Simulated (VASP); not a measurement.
# Ta2N (P-3m1) in VASP: notebook

The runs below take Ta2N through relaxation of cell and atoms, with RPBE+D3, RPBE+D3(BJ).

All numbers are computed with VASP 6.6.1; they aren't measurements. Logs are shortened: lines on timing, memory, paths and dates and some standing lists are left out, and cuts for length are marked.

## 1. Starting point

The structure is trigonal, space group P-3m1 (No. 164). Conventional cell: a = 3.113 Å, b = 3.113 Å, c = 4.870 Å, α = 90.00°, β = 90.00°, γ = 120.00°. Ta (site symmetry 3m) is surrounded by 3 N at 2.18 Å. N (site symmetry -3m) has 6 Ta at 2.18 Å as nearest neighbours.

The cell comes from a database or a generator and needn't be the stable form of this composition.

## 2. Relaxation of cell and atoms, RPBE+D3

File INCAR:

```
PREC = Accurate ; ENCUT = 600
EDIFF = 1E-7 ; ISMEAR = -1
SIGMA = 0.05 ; LREAL = F
LASPH = T ; NELM = 100
ALGO = Normal ; ISIF = 3
LWAVE = F ; LCHARG = F
GGA = RP ; IVDW = 11
IBRION = 2 ; NSW = 60
EDIFFG = -0.01
```

File KPOINTS:

```
regular mesh
0
Gamma
  10 10 6
```

File POSCAR:

```
Ta2N
1.0
    3.1128615060      0.0000000000      0.0000000000
   -1.5564307530      2.6958171426      0.0000000000
    0.0000000000      0.0000000000      4.8698410000
Ta N
2 1
Direct
    0.3333333333      0.6666666667      0.2547110000
    0.6666666667      0.3333333333      0.7452890000
    0.0000000000      0.0000000000      0.0000000000
```

Potentials or basis: VASP PAW PBE potentials, release 64 (Ta_pv, N).

The run is started by

```console
cat potpaw_PBE.64/Ta_pv/POTCAR potpaw_PBE.64/N/POTCAR > POTCAR
mpirun -np 1 vasp_std > vasp.out
```

OUTCAR:

```text
PREC = Accurate
   ENCUT = 600
   EDIFF = 1E-7
   ISMEAR = -1
   LREAL = F
   LASPH = T
   NELM = 100
   ISIF = 3
   GGA = RP
   IVDW = 11
   IBRION = 2
   NSW = 60
   EDIFFG = -0.01
 IVDW          = 11

 ion  position               nearest neighbor table
   1  0.333  0.667  0.255-   3 2.18   3 2.18   3 2.18   2 2.99   2 2.99   2 2.99   2 3.06   2 3.06
                             2 3.06
   2  0.667  0.333  0.745-   3 2.18   3 2.18   3 2.18   1 2.99   1 2.99   1 2.99   1 3.06   1 3.06
                             1 3.06
   3  0.000  0.000  0.000-   1 2.18   2 2.18   1 2.18   2 2.18   2 2.18   1 2.18

  LATTYP: Found a hexagonal cell.
 ALAT       =     3.1128615060
 C/A-ratio  =     1.5644258476

  Lattice vectors:

 A1 = (   3.1128615060,   0.0000000000,   0.0000000000)
 A2 = (  -1.5564307530,   2.6958171426,   0.0000000000)
 A3 = (   0.0000000000,   0.0000000000,   4.8698410000)

Analysis of symmetry for initial positions (statically):
=====================================================================
 Subroutine PRICEL returns:
 Original cell was already a primitive cell.

 Routine SETGRP: Setting up the symmetry group for a
 hexagonal supercell.

 Subroutine GETGRP returns: Found 12 space group operations
 (whereof 12 operations were pure point group operations)
 out of a pool of 24 trial point group operations.

The static configuration has the point symmetry D_3d.

Analysis of symmetry for dynamics (positions and initial velocities):
=====================================================================
 Subroutine PRICEL returns:
 Original cell was already a primitive cell.

 Routine SETGRP: Setting up the symmetry group for a
 hexagonal supercell.

 Subroutine GETGRP returns: Found 12 space group operations
 (whereof 12 operations were pure point group operations)
 out of a pool of 24 trial point group operations.

The dynamic configuration has the point symmetry D_3d.

 Subroutine INISYM returns: Found 12 space group operations
 (whereof 12 operations are pure point group operations),
 and found     1 'primitive' translations

----------------------------------------------------------------------------------------

                                     Primitive cell

  volume of cell :      40.8663

  direct lattice vectors                    reciprocal lattice vectors
     3.112861506  0.000000000  0.000000000     0.321247829  0.185472520  0.000000000
    -1.556430753  2.695817143  0.000000000     0.000000000  0.370945041  0.000000000
     0.000000000  0.000000000  4.869841000     0.000000000  0.000000000  0.205345513

  length of vectors
     3.112861506  3.112861506  4.869841000     0.370945041  0.370945041  0.205345513

  position of ions in fractional coordinates (direct lattice)
     0.333333333  0.666666667  0.254711000
     0.666666667  0.333333333  0.745289000
     0.000000000  0.000000000  0.000000000

  ion indices of the primitive-cell ions
   primitive index   ion index
                 1           1
                 2           2
                 3           3

----------------------------------------------------------------------------------------

 KPOINTS: regular mesh

Automatic generation of k-mesh.
 Grid dimensions read from file:
 generate k-points for:   10   10    6

 Generating k-lattice:

  Cartesian coordinates                     Fractional coordinates (reciprocal lattice)
     0.032124783  0.018547252  0.000000000     0.100000000  0.000000000  0.000000000
     0.000000000  0.037094504  0.000000000     0.000000000  0.100000000  0.000000000
     0.000000000  0.000000000  0.034224252     0.000000000  0.000000000  0.166666667

  Length of vectors
     0.037094504  0.037094504  0.034224252

  Shift w.r.t. Gamma in fractional coordinates (k-lattice)
     0.000000000  0.000000000  0.000000000

 Subroutine IBZKPT returns following result:
 ===========================================

 Found     72 irreducible k-points:

 Following reciprocal coordinates:
            Coordinates               Weight
  0.000000  0.000000  0.000000      1.000000
  0.100000 -0.000000  0.000000      6.000000
  0.200000 -0.000000  0.000000      6.000000
  0.300000 -0.000000  0.000000      6.000000
  0.400000 -0.000000  0.000000      6.000000
  0.500000  0.000000  0.000000      3.000000
[... 16 lines left out ...]
  0.000000  0.400000  0.166667      6.000000
  0.500000  0.000000  0.166667      6.000000
 [... further k-points ...]
   k-points           NKPTS =     72   k-points in BZ     NKDIM =     72   number of bands    NBANDS=     17
   number of dos      NEDOS =    301   number of ions     NIONS =      3
   total plane-waves  NPLWV =  31360
   dimension x,y,z NGX =    28 NGY =   28 NGZ =   40
   dimension x,y,z NGXF=    56 NGYF=   56 NGZF=   80
   ions per type =               2   1
   NGX,Y,Z   is equivalent  to a cutoff of  14.95, 14.95, 13.66 a.u.
   NGXF,Y,Z  is equivalent  to a cutoff of  29.91, 29.91, 27.31 a.u.
 SYSTEM =  unknown system
   PREC   = accura    normal or accurate (medium, high low for compatibility)
   ISTART =      0    job   : 0-new  1-cont  2-samecut
   ICHARG =      2    charge: 1-file 2-atom 10-const
   ISPIN  =      1    spin polarized calculation?
   LNONCOLLINEAR =      F non collinear calculations
   LSORBIT =      F    spin-orbit coupling
   LASPH  =      T    aspherical Exc in radial PAW
   ENCUT  =  600.0 eV  44.10 Ry    6.64 a.u.   6.22  6.22  9.73*2*pi/ulx,y,z
   NELM   =    100;   NELMIN=  2; NELMDL= -5     # of ELM steps
   EDIFF  = 0.1E-06   stopping-criterion for ELM
   LREAL  =      F    real-space projection
   EDIFFG = -.1E-01   stopping-criterion for IOM
   NSW    =     60    number of steps for IOM
   IBRION =      2    ionic relax: 0-MD 1-quasi-New 2-CG
   NFREE  =      1    steps in history (QN), initial steepest desc. (CG)
   ISIF   =      3    stress and relaxation
   ISYM   =      2    0-nonsym 1-usesym 2-fastsym
   POTIM  = 0.5000    time-step for ionic-motion
   TEBEG  =    0.0;   TEEND  =   0.0 temperature during run
   PSTRESS=    0.0 pullay stress
   NELECT =      27.0000    total number of electrons
   NUPDOWN=      -1.0000    fix difference up-down
   EMIN   =  10.00;   EMAX   =-10.00  energy-range for DOS
   EFERMI =   0.00;   METHOD = LEGACY
   ISMEAR =    -1;   SIGMA  =   0.05  broadening in eV -4-tet -1-fermi 0-gaus
   EFERMI_NEDOS =   21; number of points for ismear=-14 and -15
   IALGO  =     38    algorithm
   IMIX   =      4    mixing-type and parameters
     AMIX     =   0.40;   BMIX     =  1.00
     AMIX_MAG =   1.60;   BMIX_MAG =  1.00
  volume/ion in A,a.u.               =      13.62        91.93
  Fermi-wavevector in a.u.,A,eV,Ry     =   1.425852  2.694469 27.661374  2.033054
  Thomas-Fermi vector in A             =   2.546192
   LORBIT       =      0    0 simple, 1 ext, 2 COOP (PROOUT), +10 PAW based schemes
   GGA     = RP    functional components
   LHFCALC =     F    Hartree Fock is set to
   AEXX    =    0.0000 exact exchange contribution
   IVDW    =    11    specifies the selected vdW correction
   LEPSILON=     F    determine dielectric tensor
   LRPA    =     F    only Hartree local field effects (RPA)
 conjugate gradient relaxation of ions
 non-spin polarized calculation
  energy-cutoff  :      600.00
  volume of cell :       40.87
 maximum number of plane-waves:      1387
 NGX is ok and might be reduce to    28
   NGX = 13   NGY = 13   NGZ = 19

--------------------------------------- Ionic step        1  -------------------------------------------

 number of electron      26.9999997 magnetization

 Free energy of the ion-electron system (eV)
  ---------------------------------------------------
  ext. energy  EPLUGINS =         0.00000000
  ---------------------------------------------------
  free energy    TOTEN  =       -32.85555376 eV

  energy without entropy =      -32.84197067  energy(sigma->0) =      -32.84876222

------------------------ aborting loop because EDIFF is reached ----------------------------------------

 Edisp (eV)   -1.69803

 E8    (eV) :    -0.5838

  FORCE on cell =-STRESS in cart. coord.  units (eV):
  Direction    XX          YY          ZZ          XY          YZ          ZX
  --------------------------------------------------------------------------------------
  -------------------------------------------------------------------------------------
  Total      -1.67676    -1.67676    -1.40167    -0.00000    -0.00000     0.00000
  in kB     -65.73786   -65.73786   -54.95313    -0.00000    -0.00000     0.00000
  external pressure =      -62.14 kB  Pullay stress =        0.00 kB
[... 100 lines left out ...]
  FREE ENERGIE OF THE ION-ELECTRON SYSTEM (eV)
  ---------------------------------------------------
  free  energy   TOTEN  =       -34.5736427358 eV

  energy  without entropy=      -34.5605981208  energy(sigma->0) =      -34.56712043

[... ionic steps 4 to 7 ...]

--------------------------------------- Ionic step        8  -------------------------------------------

 number of electron      26.9999999 magnetization

------------------------ aborting loop because EDIFF is reached ----------------------------------------

 Edisp (eV)   -1.75600

 E8    (eV) :    -0.6047
[... 71 lines left out ...]
  energy  without entropy=      -34.5672818952  energy(sigma->0) =      -34.57289058

--------------------------------------- Ionic step       10  -------------------------------------------

 number of electron      26.9999999 magnetization

 Free energy of the ion-electron system (eV)
  ---------------------------------------------------
  ext. energy  EPLUGINS =         0.00000000
  ---------------------------------------------------
  free energy    TOTEN  =       -32.81917234 eV

  energy without entropy =      -32.80781584  energy(sigma->0) =      -32.81349409

 E-fermi :   7.8281     XC(G=0): -12.9272

 val. band max:        7.8268035390   @ k =   0.2000  -0.0000   0.0000
 cond. band min:       7.8540986025   @ k =   0.5000   0.0000   0.3333
 fundamental gap:      0.0272950635
 Fermi energy:         7.8280895848

 k-point     1 :       0.0000    0.0000    0.0000
  band No.  band energies     occupation
      1     -27.9150      2.00000
      2     -27.1188      2.00000
      3     -27.1188      2.00000
      4     -26.9908      2.00000
      5     -26.9908      2.00000
      6     -26.9036      2.00000
[... 9 lines left out ...]
     16       8.2408      0.00052
     17       8.2408      0.00052
[... 443 lines left out ...]
      1     -27.8452      2.00000
      2     -27.6606      2.00000
      3     -27.3887      2.00000
      4     -27.3136      2.00000
      5     -27.1206      2.00000
      6     -27.0954      2.00000
[... 9 lines left out ...]
     16      11.4599      0.00000
     17      11.7224      0.00000

 [... further k-points ...]

------------------------ aborting loop because EDIFF is reached ----------------------------------------

 Edisp (eV)   -1.75960

 E8    (eV) :    -0.6060

  FORCE on cell =-STRESS in cart. coord.  units (eV):
  Direction    XX          YY          ZZ          XY          YZ          ZX
  --------------------------------------------------------------------------------------
  -------------------------------------------------------------------------------------
  Total       0.00117     0.00117     0.00341     0.00000     0.00000     0.00000
  in kB       0.04724     0.04724     0.13726     0.00000     0.00000     0.00000
  external pressure =        0.08 kB  Pullay stress =        0.00 kB
[... 18 lines left out ...]
  FREE ENERGIE OF THE ION-ELECTRON SYSTEM (eV)
  ---------------------------------------------------
  free  energy   TOTEN  =       -34.5787728529 eV

  energy  without entropy=      -34.5674163447  energy(sigma->0) =      -34.57309460

 reached required accuracy - stopping structural energy minimisation
```

Run time: 4.9 min. Hardware: 1 thread of Intel Xeon Platinum 8488C (Sapphire Rapids), shared host; peak memory 0.24 GiB.

Results:

```yaml
Free_energy: -34.5788 eV
Relaxed_volume: 13.28 Å³/atom
Relaxed_cell: a = 3.073 Å, b = 3.073 Å, c = 4.873 Å, α = 90.00°, β = 90.00°, γ = 120.00°
Space_group_after_relaxing_to_0.05_Å: P-3m1 (No. 164)
Energy_gained_by_relaxing: 8.4 meV/atom
Ionic_steps: 10
Pressure_after_relaxing: 0.0 GPa
Largest_force_after_relaxing: 0.009 eV/Å
Band_gap_on_the_k_mesh: none (metal or under the smearing width)
Dispersion_energy_per_atom: -0.587 eV
```

Forces on the atoms (eV/Å):
```
Ta   0.000  0.000  0.009
Ta   0.000  0.000 -0.009
N    0.000  0.000  0.000
```

The path:
| step | energy change (eV) | largest force (eV/Å) | pressure (GPa) | volume (Å³) |
| --- | --- | --- | --- | --- |
| 1 | 0.0000 | 0.1902 | -6.21 | 40.87 |
| 2 | 0.0833 | 0.4470 | 17.34 | 37.82 |
| 3 | -0.0201 | 0.2781 | 0.20 | 39.91 |
| 4 | -0.0201 | 0.2796 | 0.33 | 39.89 |
| 5 | -0.0243 | 0.0215 | 0.19 | 39.83 |
| 6 | -0.0243 | 0.0402 | 0.19 | 39.83 |
| 7 | -0.0251 | 0.0145 | -0.35 | 39.90 |
| 8 | -0.0251 | 0.0108 | -0.42 | 39.91 |
| 9 | -0.0249 | 0.0415 | 0.71 | 39.75 |
| 10 | -0.0252 | 0.0094 | 0.01 | 39.85 |

Final structure:
```
CELL_PARAMETERS angstrom
3.07264 0.00000 0.00000
-1.53632 2.66099 0.00000
0.00000 0.00000 4.87344
ATOMIC_POSITIONS crystal
Ta 0.33333 0.66667 0.25790
Ta 0.66667 0.33333 0.74210
N 0.00000 0.00000 0.00000
```

Levels at points of the mesh, in eV from the Fermi level:
```tsv
k point	band 10	band 11	band 12	band 13	band 14	band 15	band 16	band 17
(0.00, 0.00, 0.00)	-5.99	-5.07	-0.80	-0.25	-0.25	0.15	0.41	0.41
(0.50, 0.00, 0.00)	-6.37	-4.70	-2.68	-1.35	1.57	2.04	3.98	4.14
(0.00, 0.00, 0.50)	-6.17	-3.16	-2.68	-1.09	-1.09	1.75	2.14	2.42
(0.50, 0.00, 0.50)	-6.09	-3.38	-2.22	-2.14	-0.52	0.68	3.57	3.82
```

Caveat: the PAW data sets were made with another functional, which shifts forces and pressure a little; pairwise dispersion overbinds metals, which lowers pressure and volume. Spin-orbit coupling is left out, which matters for the levels of Ta.

## 3. Relaxation of cell and atoms, RPBE+D3(BJ)

Edit INCAR of step 2 so:

```diff
@@ -6,3 +6,3 @@
 LWAVE = F ; LCHARG = F
-GGA = RP ; IVDW = 11
+GGA = RP ; IVDW = 12
 IBRION = 2 ; NSW = 60
```

KPOINTS is that of step 2.

POSCAR is that of step 2.

Potentials or basis: VASP PAW PBE potentials, release 64 (Ta_pv, N).

The run is started by

```console
cat potpaw_PBE.64/Ta_pv/POTCAR potpaw_PBE.64/N/POTCAR > POTCAR
mpirun -np 1 vasp_std > vasp.out
```

Wall time 10 min (1 thread of Intel Xeon Platinum 8488C (Sapphire Rapids), shared host); peak memory 0.27 GiB.

Results (log left out):

| Item | Value |
| --- | --- |
| Free energy | -43.6687 eV |
| Relaxed volume | 11.94 Å³/atom |
| Relaxed cell | a = 2.955 Å, b = 2.955 Å, c = 4.738 Å, α = 90.00°, β = 90.00°, γ = 120.00° |
| Space group after relaxing (to 0.05 Å) | P-3m1 (No. 164) |
| Energy gained by relaxing | 228.5 meV/atom |
| Ionic steps | 11 |
| Pressure after relaxing | 0.0 GPa |
| Band gap on the k mesh | none (metal or under the smearing width) |
| Dispersion energy per atom | -3.854 eV |

Forces on the atoms (eV/Å):
```
Ta   0.000  0.000 -0.003
Ta   0.000  0.000  0.003
N    0.000  0.000  0.000
```

The path:
| step | energy change (eV) | largest force (eV/Å) | pressure (GPa) | volume (Å³) |
| --- | --- | --- | --- | --- |
| 1 | 0.0000 | 0.0066 | -38.42 | 40.87 |
| 2 | 7.9093 | 8.0146 | 324.00 | 24.43 |
| 3 | -0.6328 | 0.7643 | -8.12 | 36.78 |
| 4 | -0.6508 | 0.8894 | -2.93 | 36.27 |
| 5 | -0.6535 | 0.9617 | 0.10 | 35.98 |
| 6 | -0.6723 | 0.7118 | 0.71 | 35.70 |
| 7 | -0.6809 | 0.0769 | 0.35 | 35.80 |
| 8 | -0.6855 | 0.0357 | -0.59 | 35.88 |
| 9 | -0.6855 | 0.0350 | -0.61 | 35.88 |
| 10 | -0.6849 | 0.0703 | 1.47 | 35.70 |
| 11 | -0.6856 | 0.0028 | 0.02 | 35.82 |

Final structure:
```xyz
3
Lattice="2.9549 0.0000 0.0000 -1.4774 2.5590 0.0000 0.0000 0.0000 4.7375" Properties=species:S:1:pos:R:3 pbc="T T T"
Ta    0.0000    1.7060    1.2336
Ta    1.4774    0.8530    3.5039
N     0.0000    0.0000    0.0000
```

Levels at points of the mesh, in eV from the Fermi level:
```
           k point  band 10  band 11  band 12  band 13  band 14  band 15  band 16  band 17
(0.00, 0.00, 0.00)    -6.38    -5.01    -1.01    -0.28    -0.28     0.06     0.59     0.59
(0.50, 0.00, 0.00)    -6.83    -5.34    -2.77    -1.16     1.62     2.46     4.79     4.83
(0.00, 0.00, 0.50)    -6.61    -3.64    -2.64    -1.20    -1.20     1.94     2.86     2.92
(0.50, 0.00, 0.50)    -6.46    -3.75    -2.20    -2.10    -0.71     0.75     4.33     4.61
```

Caveat: the PAW data sets were made with another functional, which shifts forces and pressure a little; pairwise dispersion overbinds metals, which lowers pressure and volume. Spin-orbit coupling is left out, which matters for the levels of Ta.
